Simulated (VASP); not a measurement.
Set up this calculation in VASP 6.6.1, as the native input.

```
Task                   : single point
Functional             : PBE
Potentials or basis    : VASP PAW PBE potentials, release 64 (Tb)
Cutoff                 : 520 eV
k mesh                 : 9 × 9 × 9
Occupations            : fermi-dirac, width 0.05 eV
Spin                   : collinear spin, ferromagnetic start
Starting moments       : [7.5] μB
Further INCAR settings : ALGO = Normal; EDIFF = 1e-06; NBANDS = 20
```

The structure of Tb lies in POSCAR:

```
Tb
1.0
   -2.0100000000      2.0100000000      2.0100000000
    2.0100000000     -2.0100000000      2.0100000000
    2.0100000000      2.0100000000     -2.0100000000
Tb
1
Direct
    0.0000000000      0.0000000000      0.0000000000
```

This isn't the form of Tb at room conditions, which is hcp.

These files were run (other wordings do the same):

INCAR

```
SYSTEM = Tb
PREC     = Accurate       ! precision mode
ENCUT    = 520            ! plane-wave cutoff, eV
EDIFF    = 1E-6           ! SCF threshold, eV
ISMEAR   = -1             ! smearing method
SIGMA    = 0.05           ! smearing width, eV
LREAL    = .FALSE.        ! projectors in reciprocal space
LASPH    = .TRUE.         ! aspherical terms in the spheres
NELM     = 120            ! most SCF steps
ALGO     = Normal         ! electronic algorithm
ISIF     = 2              ! what is computed and relaxed
LWAVE    = .FALSE.        ! write WAVECAR
LCHARG   = .TRUE.         ! write CHGCAR
ISPIN    = 2              ! spin polarisation
MAGMOM   = 7.5            ! initial moments
LORBIT   = 11             ! projections on sites
LMAXMIX  = 6              ! l up to which the mixer works
GGA      = PE             ! functional
LELF     = .TRUE.         ! ELF
LVHAR    = .TRUE.       
NBANDS   = 20             ! bands
```

KPOINTS

```
regular mesh
0
G
  9 9 9
  0 0 0
```

Potentials or basis: VASP PAW PBE potentials, release 64 (Tb).

Command:

```bash
$ cat potpaw_PBE.64/Tb/POTCAR > POTCAR
$ mpirun -np 1 vasp_std > vasp.out
```

Results of the run:

| Quantity | Value |
| --- | --- |
| Pressure | 0.0 GPa |
| Band gap on the k mesh | none (metal or under the smearing width) |
| Net moment | 5.88 μB per cell |
| Site moments | Tb +5.67 μB |
| Valence electrons inside the program's atomic spheres | Tb 16.32 |

Caveat: the magnetic or orbital state may not be the lowest; spin-orbit coupling is left out, which moves the levels of the heavy elements.

Wall time 96 s on 1 thread of Intel(R) Xeon(R) Platinum 8488C (Sapphire Rapids), with other jobs on the host, peak memory 0.2 GiB.
